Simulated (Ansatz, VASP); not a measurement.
**Ge: VASP beside Ansatz**

```xyz
2
Lattice="0.0000 2.8475 2.8475 2.8475 0.0000 2.8475 2.8475 2.8475 0.0000" Properties=species:S:1:pos:R:3 pbc="T T T"
Ge    2.8475    2.8475    2.8475
Ge    4.2713    4.2713    4.2713
```

Change from the starting cell: volume scaled by 1.02.

Alike in both runs: task single point; functional LDA; k mesh 10 × 10 × 10; occupations fermi-dirac, width 0.05 eV; no spin polarisation.

|  | VASP | Ansatz |
| --- | --- | --- |
| version | VASP 6.6.1 | Ansatz 0.2.0 |
| potentials or method | VASP PAW LDA potentials, release 64 (Ge_d), cutoff 520 eV | all-electron LAPW, scalar-relativistic |

VASP gave:

| Item | Value |
| --- | --- |
| pressure (GPa) | -2.4 |

**Question.** Which values does Ansatz return?

**Answer.** Pressure (GPa): -2.5.

Ansatz ran all-electron here, so the differences hold the error of VASP's frozen core and of both bases.
